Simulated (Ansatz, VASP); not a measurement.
Sn: VASP beside Ansatz

```xyz
1
Lattice="2.7558 0.0000 0.0000 0.0000 2.7558 0.0000 0.0000 0.0000 2.7558" Properties=species:S:1:pos:R:3 pbc="T T T"
Sn    0.0000    0.0000    0.0000
```

Change from the starting cell: volume scaled by 0.75, LAPW.

Alike in both runs: task single point; functional PBEsol; k mesh 14 × 14 × 14; occupations fermi-dirac, width 0.1 eV; no spin polarisation.

|  | VASP | Ansatz |
| --- | --- | --- |
| version | VASP 6.6.1 | Ansatz 0.2.0 |
| potentials or method | VASP PAW PBE potentials, release 64 (Sn_d), cutoff 520 eV | all-electron LAPW, scalar-relativistic |

|  | VASP | Ansatz | Ansatz less VASP |
| --- | --- | --- | --- |
| pressure (GPa) | 31.5 | 31.5 | +0.04 |

Ansatz ran all-electron here, so the differences hold the error of VASP's frozen core and of both bases.

Caveats: so large a pressure means that the cell lies far from this level's equilibrium, or that cutoff or potentials fall short (VASP); the potentials were made for another functional, which shifts forces and pressure (VASP).
